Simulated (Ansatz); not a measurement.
# Ionic part of the dielectric constant of BN at 15 GPa, mode by mode

Computed with Ansatz 0.2.0, DFT PBEsol, scalar-relativistic, plane waves, PAW. Settings: 420 eV plane-wave cutoff, Γ-centred 12×12×12 mesh, fixed occupations. No spin polarisation. Phonons by linear response, acoustic sum rule imposed.

It takes space group F-43m (No. 216, cubic). Conventional cell: a = 3.562 Å, b = 3.562 Å, c = 3.562 Å, α = 90.00°, β = 90.00°, γ = 90.00°. B (site symmetry -43m) is surrounded by 4 N at 1.54 Å. N (site symmetry -43m) is surrounded by 4 B at 1.54 Å.

The primitive cell has V = 11.30 Å³ and ε∞,xx = 4.597. Each polar mode adds Δε = (4.92064×10⁷/V)·S/ν² along x, with S its oscillator strength in e²/amu, ν in cm⁻¹ and V in Å³.

Q: From these modes, find each Δε and ε0,xx.
```csv
ν (cm⁻¹),S_xx (e²/amu)
1094.4,0.5822
```

A:
```tsv
ν (cm⁻¹)	Δε
1094.4	2.12
```

The sum is 2.117, so ε0,xx = 6.71; the run's tensor has 6.71.

Q: Where do the longitudinal modes lie for a wave vector along x?

A: At 1323 cm⁻¹. The Lyddane–Sachs–Teller product Π(ν_LO/ν_TO)² = 1.46 matches ε0/ε∞ = 1.46.

Cost: 1 run of about 0.12 core-minutes, on Intel Xeon 6975P-C (Granite Rapids) (shared hosts).